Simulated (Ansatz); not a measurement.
InCuS$_{2}$ (chalcopyrite, I-42d), r²SCAN (plane waves, PAW; program Ansatz). The conduction-band minimum lies at Γ, with 1 equivalent valley. Second derivatives d²E/dk² of the lowest band at one valley (eV·Å²), along Cartesian directions:

```json
[
 {"direction": "[100]", "d²E/dk²": "103.9"},
 {"direction": "[010]", "d²E/dk²": "103.9"},
 {"direction": "[001]", "d²E/dk²": "97.16"},
 {"direction": "[110]", "d²E/dk²": "103.9"},
 {"direction": "[101]", "d²E/dk²": "100.5"},
 {"direction": "[011]", "d²E/dk²": "100.5"}
]
```

### Question
Find the principal effective masses, the density-of-states mass and the conductivity mass.

### Answer
Off-diagonal terms follow from H_xy = H[110] − (H_xx + H_yy)/2, and m*/mₑ = 7.620 eV·Å² over each eigenvalue: 0.073, 0.073, 0.078. One valley's DOS mass (m₁m₂m₃)^(1/3) = 0.075, conductivity mass 3/(Σ 1/mᵢ) = 0.075 mₑ.

### Question
What effective density of states Nc follows at 300 K for parabolic valleys?

### Answer
Nc = 2.509e19 × 1 × (0.075)^(3/2) ≈ 5.2e17 cm⁻³.

The r²SCAN relaxation kept the symmetry of its start. The run is not spin-polarised. Spin–orbit coupling is left out wherever it is not named.

Potentials: the later of the program's two PAW sets.

Edges and masses are those of Kohn–Sham bands, whose gap is no quasiparticle gap.
